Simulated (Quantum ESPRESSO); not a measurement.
Crystal: WC.

```
W C
1.0
     0.00000    2.19268    2.19268
     2.19268    0.00000    2.19268
     2.19268    2.19268    0.00000
W C
1 1
Direct
  0.00000 0.00000 0.00000
  0.50000 0.50000 0.50000
```

Measurements of this composition are mostly on another form, of space group No. 187.

| Property | Result |
| --- | --- |
| Program | Quantum ESPRESSO 7.5 |
| Task | phonons |
| Functional | vdW-DF-cx |
| Potentials or basis | GBRV 1.5 PBE |
| Cutoff | 762 eV |
| Density cutoff | 6095 eV |
| k mesh | 10 × 10 × 10 |
| Occupations | cold, width 0.2 eV |
| Spin | no spin polarisation |
| Mixing beta | 0.5 |
| Most SCF iterations | 120 |
| SCF threshold | 4e-10 Ry |

The cell and the atoms were relaxed first, to 10.34 Å³/atom (a = 3.081 Å, b = 3.081 Å, c = 3.081 Å, α = 60.00°, β = 60.00°, γ = 60.00°), and the response was taken there.

What is the highest optical frequency at the zone centre?

453 cm⁻¹, a mode of symmetry T1u (IR).

Optical modes at Γ, degenerate ones joined:
```csv
cm⁻¹,components,symmetry,active in
453,3,T1u,IR
```

Caveat: the potentials were made for another functional, which shifts forces and pressure.
